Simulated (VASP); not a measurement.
# LiH, relaxation of the atoms: which settings are enough?

LiH, P1 (no. 1), 8 atoms in the cell. PBE with D3(BJ), relaxation of the atoms; PAW potentials Li_sv, H (PBE set). VASP 6.6.1.

Wanted: energy within 1 meV/atom; two shortest distances of each atom within 0.01 Å.

POSCAR:
```
LiH
1.0
    4.0735000000      0.0000000000      0.0000000000
    0.0000000000      4.0735000000      0.0000000000
    0.0000000000      0.0000000000      4.0735000000
Li H
4 4
Direct
    0.0109710000      0.0070640000      0.0015200000
    0.4829290000      0.5084880000      0.0034920000
    0.4959600000      0.0029740000      0.5021010000
    0.0100950000      0.4935730000      0.5051990000
    0.4925670000      0.4903190000      0.4877000000
    0.0152780000     -0.0062340000      0.4909260000
   -0.0082060000      0.4887160000     -0.0039610000
    0.5004050000      0.0151000000      0.0130230000
```

The series start from Force threshold EDIFFG (eV/Å): -0.02; Electronic threshold EDIFF (eV): 1e-6; Relaxation method: conjugate gradient, POTIM 0.5; Mixing and least electronic steps: default. Each series keeps the choices made before it, and each single choice may use up half of a tolerance.

## Force threshold EDIFFG (eV/Å)

| Force threshold EDIFFG (eV/Å) | Energy less reference (meV/atom) | Two shortest distances of each atom, largest deviation (Å) | SCF iterations | Time (s) |
|---|---|---|---|---|
| -0.1 | 0.5 | 0.019 | 37 | 10 |
| -0.05 | 0.0 | 0.006 | 47 | 11 |
| -0.03 | 0.0 | 0.006 | 47 | 11 |
| -0.02 | 0.0 | 0.006 | 47 | 11 |
| -0.01 | 0.0 | 0.001 | 55 | 14 |
| -0.005 | 0.0 | 0.001 | 55 | 13 |
| -0.002 (reference) | 0.0 | 0.000 | 60 | 15 |

Chosen: -0.01, the loosest value from which every tighter one stays within half of the tolerance.

## Electronic threshold EDIFF (eV)

| Electronic threshold EDIFF (eV) | Energy less reference (meV/atom) | Two shortest distances of each atom, largest deviation (Å) | SCF iterations | Time (s) |
|---|---|---|---|---|
| 0.001 | 0.0 | 0.002 | 37 | 11 |
| 0.0001 | 0.0 | 0.001 | 42 | 10 |
| 1e-5 | 0.0 | 0.000 | 49 | 11 |
| 1e-6 | 0.0 | 0.001 | 55 | 14 |
| 1e-7 (reference) | 0.0 | 0.000 | 68 | 14 |

Chosen: 0.001.

## Relaxation method

| Relaxation method | Energy less reference (meV/atom) | Two shortest distances of each atom, largest deviation (Å) | SCF iterations | Time (s) |
|---|---|---|---|---|
| conjugate gradient, POTIM 0.5 | 0.0 | 0.000 | 37 | 11 |
| conjugate gradient, POTIM 0.2 | 0.0 | 0.001 | 35 | 8.9 |
| conjugate gradient, POTIM 1.0 | 0.0 | 0.002 | 28 | 6.9 |
| quasi-Newton, POTIM 0.5 | 0.0 | 0.001 | 35 | 9.0 |
| quasi-Newton, POTIM 0.3, 10 steps kept | 0.0 | 0.002 | 27 | 6.8 |
| quasi-Newton, POTIM 0.5, at least 5 electronic steps | 0.0 | 0.002 | 39 | 7.7 |
| damped dynamics, POTIM 0.2, SMASS 0.4 | 0.0 | 0.001 | 48 | 13 |
| damped dynamics, POTIM 0.4, SMASS 0.8 | 0.0 | 0.002 | 36 | 9.2 |
| velocity quench, POTIM 0.1 | 0.0 | 0.001 | 43 | 11 |

Chosen: quasi-Newton, POTIM 0.3, 10 steps kept, the fastest of those that stay within half of the tolerance.

## Mixing and least electronic steps

| Mixing and least electronic steps | Energy less reference (meV/atom) | Two shortest distances of each atom, largest deviation (Å) | SCF iterations | Time (s) |
|---|---|---|---|---|
| default | 0.0 | 0.000 | 27 | 6.8 |
| MAXMIX 40 | 0.0 | 0.001 | 49 | 13 |
| NELMIN 4 | 0.0 | 0.004 | 37 | 7.9 |
| NELMIN 4, MAXMIX 40 | 0.0 | 0.003 | 37 | 7.9 |
| ALGO Fast | 0.0 | 0.001 | 58 | 16 |

Chosen: default; no other choice that stays within half of the tolerance saves 30 % of the time.

## All choices together

| Input | Energy less reference (meV/atom) | Two shortest distances of each atom, largest deviation (Å) | Time (s) |
|---|---|---|---|
| program defaults (naive) | 0.0 | 0.007 | 8.9 |
| chosen settings | 0.0 | 0.004 | 6.8 |
| reference settings throughout | 0.0 | 0.000 | 16 |

The tolerance is met.

## The input

INCAR:
```
  ALGO = Normal
  EDIFF = 0.001
  EDIFFG = -0.01
  ENCUT = 600
  GGA = PE
  IBRION = 1
  ISIF = 2
  ISMEAR = 0
  IVDW = 12
  KPAR = 4
  LASPH = True
  LCHARG = False
  LREAL = False
  LWAVE = False
  NELM = 100
  NFREE = 10
  NSW = 150
  POTIM = 0.3
  PREC = Normal
  SIGMA = 0.05
```

KPOINTS:
```
k-points
0
Gamma
  4 4 4
```

Commands:
```
cat potpaw_PBE.64/Li_sv/POTCAR potpaw_PBE.64/H/POTCAR > POTCAR
mpirun -np 4 vasp_std > vasp.out
```

The naive input happens to agree within the tolerance here, in 8.9 s.

Limits: the start was distorted on purpose (atoms moved at random), so the space group given is the start's and not the crystal's.

The chosen input took VASP 6.6.1 6.8 s on 4 cores (Intel Xeon 6975P-C (Granite Rapids)), a shared host.

## An input that fails: ionic step far too long

VASP's message: EDDAV: Call to ZHEGV failed. Returncode = 6 2 10.

Changes against the starting input:
```
- NELM = 100
- IBRION = 2
- NSW = 150
- POTIM = 0.5
+ NELM = 60
+ IBRION = 3
+ NSW = 30
+ POTIM = 5.0
+ SMASS = 0.4
```
